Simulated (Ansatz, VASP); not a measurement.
**HfB2 in VASP and in Ansatz**

Contents of INCAR:

```
SYSTEM = HfB2
ALGO = Normal ; EDIFF = 1E-8
ENCUT = 520 ; GGA = PS
ISIF = 2 ; ISMEAR = -1
LASPH = .TRUE. ; LCHARG = .FALSE.
LEFG = .TRUE. ; LREAL = .FALSE.
LWAVE = .FALSE. ; NBANDS = 15
NELM = 100 ; PREC = Accurate
SIGMA = 0.03
```

File KPOINTS:

```
k-points
0
G
  15 15 12
  0 0 0
```

POSCAR

```
HfB2
1.0
    3.1400001005      0.0000000000      0.0000000000
   -1.5700000503      2.7193198549      0.0000000000
    0.0000000000      0.0000000000      3.4800000000
Hf B
1 2
Direct
    0.0000000000      0.0000000000      0.0000000000
    0.3333333333      0.6666666667      0.5000000000
    0.6666666667      0.3333333333      0.5000000000
```

Input for Ansatz:

```yaml
crystal:
  lattice:
    - [3.1400001005, 0.0, 0.0]
    - [-1.5700000503, 2.7193198549, 0.0]
    - [0.0, 0.0, 3.48]
  atoms:
    - { symbol: Hf, position: [0.0, 0.0, 0.0] }
    - { symbol: B, position: [0.3333333333, 0.6666666667, 0.5] }
    - { symbol: B, position: [0.6666666667, 0.3333333333, 0.5] }
kpoints:
  mp_grid: { grid: [15, 15, 12] }
  band_path:
    path:
      - [0.0, 0.0, 0.0]
      - [0.5, 0.0, 0.0]
      - [0.3333333333, 0.3333333333, 0.0]
      - [0.0, 0.0, 0.0]
      - [0.0, 0.0, 0.5]
      - [0.5, 0.0, 0.5]
      - [0.3333333333, 0.3333333333, 0.5]
      - [0.0, 0.0, 0.5]
      - [0.5, 0.0, 0.5]
    npoints: 14
scf:
  occupations: { method: fermi_dirac, width: 0.03 }
hamiltonian:
  xc: pbesol
  pseudopotentials: { kind: paw }
output:
  forces: true
  stress: true
  eigenvalues: true
  efg: { contact_densities: true }
  populations: true
  bader: true
  dos: { projected: true, de: 0.2, e_range: [-14, 8] }
  write_density: true
  write_potential: true
  elf: true
  volumetric_format: npy
```

Alike in both runs: task electric field gradients; functional PBEsol; k mesh 15 × 15 × 12; occupations fermi-dirac, width 0.03 eV; no spin polarisation.

|  | VASP | Ansatz |
| --- | --- | --- |
| version | VASP 6.6.1 | Ansatz 0.2.0 |
| potentials or method | VASP PAW PBE potentials, release 64 (Hf_pv, B) | PAW with Ansatz's default frozen-core files, scalar-relativistic |
| plane-wave cutoff (eV) | 520 | 420 |
| valence electrons in the cell | 16 | 32 |

VASP gave:

- pressure (GPa): -4.5
- largest component of the traceless stress (GPa): 0.75
- Vzz of the field gradient on the site that differs most (V/Å²): 80.7

**Question.** Which values does Ansatz return?

**Answer.** Pressure (GPa): -4.4; largest component of the traceless stress (GPa): 0.94; Vzz of the field gradient on the site that differs most (V/Å²): 109.2.

The two sets of potentials don't hold the same shells in valence. Ansatz warned: «gradients_without_spin_orbit».

Caveats: the PAW data sets were made with another functional, which shifts forces and pressure a little (VASP). Spin-orbit coupling is left out, which matters for the levels of Hf.
